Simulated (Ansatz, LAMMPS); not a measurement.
**Amorphous Al2O3 (175 atoms): support functions against a reference**

Aim: test how closely localised support functions follow the reference on amorphous Al2O3 (175 atoms), and at what cost. A setting counts as converged where the r.m.s. difference of forces stays under 1 % of the r.m.s. force.

Method: Kohn-Sham DFT, PBE, PAW (set soft_2), plane waves, in Ansatz 0.2.0.

Measured values to set the calculation against. The density of powdered alumina glass made by anodizing aluminium was measured with a helium pycnometer at room temperature (“Structure of alumina glass”, 2022, PMC8752723): density 3.05 g/cm³; number of O about Al 4.73 (by 27Al MAS NMR).

## Step 1: The structure

The cell holds 175 atoms: 70 Al and 105 O. Its edges and angles: a = 12.179 Å, b = 12.179 Å, c = 12.179 Å, α = 90.0°, β = 90.0°, γ = 90.0°. 175 atoms (70 Al, 105 O) placed at random at 3 g/cm³, melted at 5000 K for 10 ps at fixed volume with the Morse and Coulomb pair potential with partial charges (Pedone, Malavasi, Menziani, Cormack and Segre, J. Phys. Chem. B 110, 11780 (2006)). Quenched from 5000 K to 300 K at 50 K/ps and fixed volume, held 10 ps at zero pressure.

What the set-up can't give: The quench rate of 50 K/ps far exceeds what a furnace or splat quench reaches, so expect more defects and frozen-in strain than in a real sample. The starting topology of bonds comes from the classical model, and needn't be the one that DFT or experiment would give. Only the Γ point is sampled, in a cell whose shortest periodic width is 12 Å.

## Step 2: Making the structure

A classical potential supplies the starting structure, since it reaches far longer times than DFT.

This step: classical MD, Morse and Coulomb pair potential with partial charges (Pedone, Malavasi, Menziani, Cormack and Segre, J. Phys. Chem. B 110, 11780 (2006)) (LAMMPS 22 Jul 2025 - Update 4).

The input, in.lmp:

```
# melt-quench of Al70O105
units metal
atom_style charge
boundary p p p
region box block 0 12.5485 0 12.5485 0 12.5485
create_box 2 box
mass 1 26.9815   # Al
mass 2 15.9990   # O
create_atoms 1 random 70 47849 NULL overlap 1.5 maxtry 2000
create_atoms 2 random 105 47856 NULL overlap 1.5 maxtry 2000
pair_style hybrid/overlay pedone 5.5 coul/long 8.0
pair_coeff * * coul/long
pair_coeff 1 2 pedone 0.361581 1.900442 2.164818 0.9   # Al-O
pair_coeff 2 2 pedone 0.042395 1.379316 3.618701 22   # O-O
set type 1 charge 1.8
set type 2 charge -1.2
kspace_style pppm 1.0e-4
neigh_modify delay 0 every 1 check yes
thermo_style custom step time temp pe press density
thermo_modify norm yes
timestep 0.002
thermo 100
min_style cg
minimize 1e-4 1e-4 200 2000
reset_timestep 0
velocity all create 5000 47850 mom yes dist gaussian
fix lim all nve/limit 0.05
fix lan all langevin 5000 5000 0.2 47851 zero yes
thermo 500
run 1000 post no
unfix lim
unfix lan
thermo 833
fix md all nvt temp 5000 5000 0.2
run 5000 post no
unfix md
thermo 4700
fix md all nvt temp 5000 300 0.2
run 47000 post no
unfix md
thermo 1666
fix md all npt temp 300 300 0.2 iso 0 0 2
run 5000 post no
unfix md
write_dump all custom glass.dump id type xs ys zs modify sort id
```

Launch:

```sh
lmp -in in.lmp -log none -nocite
```

What it wrote:

```text
LAMMPS (22 Jul 2025 - Update 4)
Created orthogonal box = (0 0 0) to (12.5485 12.5485 12.5485)
Created 70 atoms
Created 105 atoms
PPPM initialization ...
  G vector (1/distance) = 0.38985953
  grid = 15 15 15
  estimated relative force accuracy = 3.8273685e-05
   Step          Time           Temp          PotEng         Press         Density
         0   0              0             -1.1496497      796752.81      2.9989656
        72   0.144          0             -13.430857     -79365.387      2.9989656
Loop time of 0.102442 s on 1 MPI rank(s) for 72 steps with 175 atoms
Minimization stats:
  Stopping criterion = energy tolerance
[... 17 lines left out ...]
[... 1 line left out ...]
Loop time of 5.13029 s on 1 MPI rank(s) for 5000 steps with 175 atoms
   Step          Time           Temp          PotEng         Press         Density
[... 12 lines left out ...]
Loop time of 45.7658 s on 1 MPI rank(s) for 47000 steps with 175 atoms
   Step          Time           Temp          PotEng         Press         Density
[... 1 line left out ...]
     53312   106.624        310.78822     -13.567841      333.61936      3.3088932
     54978   109.956        315.97977     -13.57028      -624.91933      3.2897487
     56644   113.288        344.22964     -13.56509       500.38972      3.2707643
     58000   116            292.30546     -13.566576      1100.6716      3.2802845
Loop time of 6.34411 s on 1 MPI rank(s) for 5000 steps with 175 atoms
```

Wall time 58 s (1 thread of Arm Neoverse V1, shared host); peak memory 0.069 GiB.

## Step 3: Plane-wave single point

This run is the reference for what follows, at a cutoff of 420 eV.

The input, input.yaml:

```yaml
crystal:
  lattice:
    - [12.179, 0.0, 0.0]
    - [0.0, 12.179, 0.0]
    - [0.0, 0.0, 12.179]
  atoms:
    - { symbol: Al, position: [0.15321, 0.63566, 0.50173] }
    - { symbol: Al, position: [0.26133, 0.97702, 0.84747] }
    - { symbol: Al, position: [0.2915, 0.37944, 0.92806] }
    - { symbol: Al, position: [0.34871, 0.94832, 0.63761] }
    - { symbol: Al, position: [0.98605, 0.33584, 0.96129] }
    - { symbol: Al, position: [0.83272, 0.15589, 0.30705] }
    - { symbol: Al, position: [0.63763, 0.58963, 0.7308] }
    - { symbol: Al, position: [0.05599, 0.17138, 0.36774] }
    - { symbol: Al, position: [0.91856, 0.91728, 0.3818] }
    - { symbol: Al, position: [0.75806, 0.25722, 0.93078] }
    - { symbol: Al, position: [0.92185, 0.24019, 0.74195] }
    - { symbol: Al, position: [0.11882, 0.88574, 0.53901] }
    - { symbol: Al, position: [0.11382, 0.27628, 0.57884] }
    - { symbol: Al, position: [0.06746, 0.72525, 0.90895] }
    - { symbol: Al, position: [0.25674, 0.22421, 0.26835] }
    - { symbol: Al, position: [0.90682, 0.11827, 0.543] }
    - { symbol: Al, position: [0.48607, 0.38276, 0.78916] }
    - { symbol: Al, position: [0.03654, 0.63134, 0.13069] }
    - { symbol: Al, position: [0.95059, 0.17991, 0.10796] }
    - { symbol: Al, position: [0.83272, 0.68822, 0.00795] }
    - { symbol: Al, position: [0.33657, 0.17314, 0.68004] }
    - { symbol: Al, position: [0.78103, 0.40069, 0.30836] }
    - { symbol: Al, position: [0.25523, 0.02279, 0.40515] }
    - { symbol: Al, position: [0.4283, 0.69331, 0.21616] }
    - { symbol: Al, position: [0.58382, 0.5017, 0.18322] }
    - { symbol: Al, position: [0.66833, 0.47631, 0.96131] }
    - { symbol: Al, position: [0.01412, 0.02879, 0.73003] }
    - { symbol: Al, position: [0.97274, 0.67924, 0.70272] }
    - { symbol: Al, position: [0.51755, 0.5626, 0.418] }
    - { symbol: Al, position: [0.77132, 0.77233, 0.67066] }
    - { symbol: Al, position: [0.65776, 0.2746, 0.15079] }
    - { symbol: Al, position: [0.49776, 0.601, 0.9398] }
    [... 137 atom lines left out ...]
    - { symbol: O, position: [0.01638, 0.65547, 0.57258] }
    - { symbol: O, position: [0.58189, 0.53173, 0.84909] }
    - { symbol: O, position: [0.46592, 0.43183, 0.43926] }
    - { symbol: O, position: [0.803, 0.39073, 0.84496] }
    - { symbol: O, position: [0.39552, 0.02537, 0.36642] }
    - { symbol: O, position: [0.6998, 0.38548, 0.42947] }
kpoints:
  mp_grid: { grid: [1, 1, 1] }
hamiltonian:
  xc: pbe
scf:
  occupations: { method: fixed }
output:
  forces: true
  stress: true
  populations: true
  dos:
    method: { smearing: { sigma: 0.08 } }
    de: 0.1
    projected: { site_lists: { Al: [Al], O: [O] } }
  eigenvalues: true
  write_density: true
  write_potential: true
  volumetric_format: npy
```

Launch:

```sh
ansatz run input.yaml --threads 4 --pin off --max-ram 8192MiB --backend cpu --events-out ev --progress --plain --runs-dir out
```

What it wrote:

```text
Engine: ansatz 0.2.0, aarch64-unknown-linux-gnu
Pseudopotentials: kind: paw
Pseudopotential: Al, paw, valence charge 3, recommended cutoff 420 eV (normal), Al.paw.azcp
Pseudopotential: O, paw, valence charge 6, recommended cutoff 420 eV (normal), O.paw.azcp
[... 5 lines on functional and potentials left out ...]
Crystal: 175 atoms, lattice volume = 1806.487 Å³
Basis set: ecut = 420 eV, 35513 PW (Γ), exchange–correlation on 180×180×180 points (8 copies of the dense FFT grid, shifted against one another)
Bands: 595, of which v1, the nominal top of the filled ones, is band 420 counted from 1 (419 counted from 0)
Symmetry: 1 space group operations
Space group: P1 (ITA 1), of the structure as read, at distance tolerance 1.2e-4 Å
k-points: 1
[... 5 lines on functional and potentials left out ...]
Initial density: superposition of atomic densities (neutral atoms: chi_scale 0, normalization atom), corrected by the library's trained network
Initial wavefunctions: pseudopotential atomic-orbital guess
Functional: x = pbe(κ = 0.804, μ = 0.219515), c = pbe(β = 0.066725)
SCF iter   1: F=—  HF=-97427.414631 eV  |F-HF|=—  |Δ(HF+E_count)|=         —  Δρ=2.64e-3  dr2=1.91e-1  ethr=1.77e-3  ⟨swp⟩=5.0  Hψ=2160  notcnv=0  defer=171
preconditioner: auto → Resta (q_TF=auto, 2.401 Å⁻¹)  ε∞=3.5  [insulator: Δε(μ)=3.777 eV  Ē_g=16.153 eV  n_scr=436 (ndim 8)  ℏωp=25.3 eV  f_vac=0.029  ε∞_Penn≈3.5]
SCF iter   2: F=—  HF=-97427.383526 eV  |F-HF|=—  |Δ(HF+E_count)|=   3.11e-2  Δρ=1.38e-3  dr2=4.58e-2  ethr=2.27e-5  ⟨swp⟩=2.0  Hψ=874  notcnv=0  defer=173
SCF iter   3: F=—  HF=-97427.384053 eV  |F-HF|=—  |Δ(HF+E_count)|=   5.28e-4  Δρ=5.91e-4  dr2=1.05e-2  ethr=5.45e-6  ⟨swp⟩=2.0  Hψ=703  notcnv=0  defer=173
SCF iter   4: F=—  HF=-97427.383103 eV  |F-HF|=—  |Δ(HF+E_count)|=   9.50e-4  Δρ=1.94e-4  dr2=6.40e-4  ethr=1.25e-6  ⟨swp⟩=2.0  Hψ=761  notcnv=0  defer=173
SCF iter   5: F=—  HF=-97427.383171 eV  |F-HF|=—  |Δ(HF+E_count)|=   6.79e-5  Δρ=1.20e-4  dr2=2.02e-4  ethr=7.62e-8  ⟨swp⟩=2.0  Hψ=786  notcnv=0  defer=171
SCF iter   6: F=—  HF=-97427.383141 eV  |F-HF|=—  |Δ(HF+E_count)|=   3.05e-5  Δρ=2.45e-5  dr2=1.06e-5  ethr=2.40e-8  ⟨swp⟩=2.0  Hψ=772  notcnv=0  defer=171
SCF iter   7: F=—  HF=-97427.386759 eV  |F-HF|=—  |Δ(HF+E_count)|=   3.62e-3  Δρ=1.15e-5  dr2=1.97e-6  ethr=1.26e-9  ⟨swp⟩=2.0  Hψ=1015  notcnv=0  defer=170
SCF iter   8: F=—  HF=-97427.386760 eV  |F-HF|=—  |Δ(HF+E_count)|=   1.33e-6  Δρ=5.50e-6  dr2=4.63e-7  ethr=2.34e-10  ⟨swp⟩=2.0  Hψ=845  notcnv=0  defer=170
SCF iter   9: F=-97427.386760 eV  HF=-97427.386760 eV  |F-HF|=8.35e-9  |Δ(HF+E_count)|=   1.16e-7  Δρ=1.70e-6  dr2=4.45e-8  ethr=1.19e-11  ⟨swp⟩=22.0  Hψ=5694  notcnv=0
SCF 1 converged in 9 iterations: F = -97427.386760 eV  dr2 = 4.45e-8
  greatest PAW one-centre occupation: 0.868 electrons in one spin orbital (limit 2), on the O atom at site 165 (counted from 0), in its partial waves of l = 0
SCF converged after 9 iterations
Free energy (F): -97427.386760 eV
Harris-Foulkes:  -97427.386760 eV  (|F-HF|=8.35e-9)
Internal energy: -97427.386760 eV  (E = F + TS)
E sigma→0 (E₀):  -97427.386760 eV
Fermi energy:    6.093945 eV
--- Per-component energies (eV) ---
  E_band       = -906.357780
  E_kinetic    = 20695.881932
  E_local      = -43563.364810  (includes V_loc(G=0)·N_el)
  E_nonlocal   = 5763.348900
  E_hartree    = 16237.295127
  E_xc         = -10705.527913
  E_vxc        = -12143.915895  (∫ρ·V_xc dr)
  E_paw        = -49429.924956  (= ΣΔE_a)
  E_vpaw       = -4133.150474  (= ΣTr[D̂ρ^β])
  E_aug_tail   = 0.267210  (compensation charges beyond the density's cutoff)
  E_ewald      = -36425.362251
  E_smearing   = -0.000000  (= −TS)
  E_closure    = 0.000000  (closes the sum)
  Σ components = -97427.386760   (vs F -97427.386760, Δ=0.00e0)
--- Forces (eV/Å), atoms counted from 1 ---
  atom   1  Al    -0.20052907    -0.77472328     1.41429801
  atom   2  Al    -0.88885351    -0.79934719     0.65365259
  atom   3  Al     1.38038640     1.84745486    -1.88290443
  atom   4  Al     0.59593053    -0.12119375     0.35376338
  atom   5  Al     0.79716423     0.79566169    -0.07723848
  atom   6  Al    -0.24496311     0.32893738     0.16579294
  atom   7  Al    -1.76350704     1.31828105    -1.90942839
  atom   8  Al    -0.50582633    -0.84276653    -0.42432162
  atom   9  Al     1.58456416     0.78139778    -0.81055523
  atom  10  Al    -0.53727155     0.82409464    -0.81298849
  atom  11  Al     0.49395771    -0.50755677     1.14945805
  atom  12  Al    -1.01611329    -0.56978785    -1.51990939
  atom  13  Al     0.85508686     0.50084999    -1.75773966
  atom  14  Al     0.58770518     1.00962948    -0.95704459
[...]
atom 174  O      0.75060561     0.11737430    -0.61520818
  atom 175  O     -0.33940175    -0.77592615    -1.21923001
  max |Σ_I F_I| component: 1.51e-4 eV/Å
--- Stress (GPa, compression-positive) ---
       15.378016      -0.041476      -0.129190
       -0.041481      14.424701       0.876013
       -0.129186       0.876011      15.613306
  P = ⅓ Tr σ = 15.1387 GPa (151.387 kbar)
--- Band table (eV) ---
  k-point 0: bands = ["-14.0979", "-13.9432", "-13.8395", "-13.7309", [... 579 levels ...], "17.4108", "17.4337", "17.4900", "17.5281", "17.5536", "17.6007", "17.6023", "17.6262", "17.6613", "17.6693", "17.6836", "17.7208"]
--- Löwdin populations: 175 sites ---
  site symbol       q [e]
     0     Al      1.6517
     1     Al      1.6340
     2     Al      1.6292
[...]
174      O      6.8591
  spilling = 0.008511 (of n_electrons = 840.000000)
```

Elapsed: 59 s, on 4 threads of Arm Neoverse V1, shared host; peak memory 2.9 GiB.

Numbers from this run:

| Quantity | Value |
| --- | --- |
| free energy | -97427.3868 eV |
| free energy per atom | -556.7279 eV/atom |
| SCF cycles | 9 |
| pressure | 15.14 GPa |
| r.m.s. force component | 1.063 eV/Å |
| longest force | 5.428 eV/Å |
| Fermi energy | 6.094 eV |
| gap (highest filled to lowest empty level) | 3.676 eV |
| spilling of the projection | 0.008511 |

The r.m.s. force component of 1.1 eV/Å sets the scale for the differences below.

## Step 4: Support functions low

The cell is solved in localised support functions.

This step: Kohn-Sham DFT, PBE, PAW (set soft_2), localised support functions (low) (Ansatz 0.2.0).

input.yaml, the sections that differ from step 3:

```yaml
scf:
  occupations: { method: fixed }
  eigensolver: { kind: { support_functions: { accuracy: low } } }
  max_iter: 150
output:
  forces: true
  eigenvalues: true
# crystal, kpoints, hamiltonian: as in step 3
```

What it wrote:

```text
Warning: scf.eigensolver.kind.support_functions: disabling space-group detection — the functions' gradient is summed over unrotated k-points, so no spatial operation reduces the k-mesh or symmetrises the density; time reversal is kept, so that k and −k are solved as one point where they differ and the mesh holds both, and exact exchange and, on two spinor components, a DFT+U term hold to it where the run has them: [...]
settings of this run that can trade accuracy for cost: scf.eigensolver.kind.support_functions; scf.eigensolver.kind.support_functions.accuracy: low [...]
[...]
Crystal: 175 atoms, lattice volume = 1806.487 Å³
Basis set: ecut = 420 eV, 35513 PW (Γ), exchange–correlation on 180×180×180 points (8 copies of the dense FFT grid, shifted against one another)
Bands: 504, of which v1, the nominal top of the filled ones, is band 420 counted from 1 (419 counted from 0)
Symmetry: 1 space group operations
k-points: 1
[...]
SCF iter   1: F=—  HF=-97416.001139 eV  |F-HF|=—  |Δ(HF+E_count)|=         —  Δρ=1.42e-1  dr2=3.55e2  ethr=1.00e-1
[...]
SCF iter  11: F=—  HF=-97428.090753 eV  |F-HF|=—  |Δ(HF+E_count)|=   6.17e-3  Δρ=4.14e-5  dr2=3.67e-5  ethr=1.98e-8  κ⁻¹=9.7e-6(r=7)
SCF iter  12: F=-97428.095473 eV  HF=-97428.095476 eV  |F-HF|=2.67e-6  |Δ(HF+E_count)|=   4.72e-3  Δρ=1.60e-5  dr2=5.32e-6  ethr=4.37e-9
SCF 1 converged in 12 iterations: F = -97428.148973 eV  dr2 = 5.32e-6
[...]
SCF converged after 12 iterations
Stability not checked: this state was not tested for a lower state beside it, because the mixer in use, unlike msr1, does not test its closes by its own steps (another_mixer; see scf.mixing.algorithm and scf.lower_state_search)
Free energy (F): -97428.148973 eV
[...]
Internal energy: -97428.148973 eV  (E = F + TS)
E sigma→0 (E₀):  -97428.148973 eV
Fermi energy:    6.093717 eV
[...]
Σ components = -97428.148973   (vs F -97428.148973, Δ=0.00e0)
--- Forces (eV/Å), atoms counted from 1 ---
  atom   1  Al    -0.20125015    -0.77419006     1.41507935
  atom   2  Al    -0.88942435    -0.80019051     0.65326948
  atom   3  Al     1.38053455     1.84751383    -1.88370675
  atom   4  Al     0.59577414    -0.12306747     0.35375321
[...]
atom 175  O     -0.33860743    -0.77740509    -1.21985596
  max |Σ_I F_I| component: 4.31e-3 eV/Å
--- Band table (eV) ---
[...]
```

The job ended after 3.1 min (4 threads; peak memory 5.4 GiB).

The program notes that the band table was not solved further than the SCF left it and it switched symmetry off.

Keys that differ from the reference: support_functions.accuracy = "low" and scf.max_iter = 150.

Forces differ from the reference by 0.85 meV/Å r.m.s., 0.080 % of their size, well within a tolerance of 1 %; the energy by -4.4 meV/atom. It took roughly 3.1 times the reference's time (one timing each, with unlike analyses asked), in 12 cycles against 9.

## Step 5: Support functions medium

The cell is solved in localised support functions. Besides, the program derives a nominal cutoff of 464 eV for this run, against the reference's 420.

This step: Kohn-Sham DFT, PBE, PAW (set soft_2), localised support functions (medium) (Ansatz 0.2.0).

input.yaml, the sections that differ from step 4:

```yaml
scf:
  occupations: { method: fixed }
  eigensolver: { kind: { support_functions: { accuracy: medium } } }
  max_iter: 150
# crystal, kpoints, hamiltonian, output: as in step 4
```

What it wrote:

```text
[...]
Warning: basis.ecutwfc = 464 eV, auto-derived: no grid that the accuracy of the support functions lays serves the files at the lower one that their records recommend; a deck with other species or settings can derive another value
[...]
Crystal: 175 atoms, lattice volume = 1806.487 Å³
Basis set: ecut = 464 eV, 40843 PW (Γ), exchange–correlation on 180×180×180 points (8 copies of the dense FFT grid, shifted against one another)
Bands: 504, of which v1, the nominal top of the filled ones, is band 420 counted from 1 (419 counted from 0)
Symmetry: 1 space group operations
k-points: 1
[...]
SCF iter   1: F=—  HF=-97416.013012 eV  |F-HF|=—  |Δ(HF+E_count)|=         —  Δρ=1.42e-1  dr2=3.55e2  ethr=1.00e-1
[...]
SCF iter  12: F=—  HF=-97428.095813 eV  |F-HF|=—  |Δ(HF+E_count)|=   4.72e-3  Δρ=1.60e-5  dr2=5.32e-6  ethr=4.37e-9  κ⁻¹=1.4e-5(r=7)
SCF iter  13: F=-97428.099573 eV  HF=-97428.099574 eV  |F-HF|=7.31e-7  |Δ(HF+E_count)|=   3.76e-3  Δρ=8.16e-6  dr2=1.34e-6  ethr=6.34e-10
SCF 1 converged in 13 iterations: F = -97428.149294 eV  dr2 = 1.34e-6
[...]
SCF converged after 13 iterations
[...]
Free energy (F): -97428.149294 eV
[...]
Internal energy: -97428.149294 eV  (E = F + TS)
E sigma→0 (E₀):  -97428.149294 eV
Fermi energy:    6.094128 eV
[...]
Σ components = -97428.149294   (vs F -97428.149294, Δ=0.00e0)
--- Forces (eV/Å), atoms counted from 1 ---
  atom   1  Al    -0.20126845    -0.77416273     1.41513703
  atom   2  Al    -0.88945054    -0.80021637     0.65325225
  atom   3  Al     1.38047449     1.84745379    -1.88370924
  atom   4  Al     0.59563300    -0.12318672     0.35386105
[...]
atom 175  O     -0.33870268    -0.77740502    -1.21989080
  max |Σ_I F_I| component: 4.13e-3 eV/Å
--- Band table (eV) ---
[...]
```

It took 3.7 min on 4 threads; peak memory 5.4 GiB.

Keys that differ from the reference: support_functions.accuracy = "medium" and scf.max_iter = 150.

Forces differ from the reference by 0.84 meV/Å r.m.s., 0.079 % of their size, well within a tolerance of 1 %; the energy by -4.4 meV/atom. It took roughly 3.8 times the reference's time (one timing each, with unlike analyses asked), in 13 cycles against 9.

(Part 1 of 2 ends here.)

[Long decimals in the printed logs are rounded to 6 places.]

[Logs are printed without paths, hosts, clocks, repeated set-up lines and the standing remarks that a program may print on its own settings, such as how far it seeks lower states.]

[Hosts, paths, dates, database ids (printed as entryN), source tags and the programs' standing remarks are cut or masked in the printed files.]
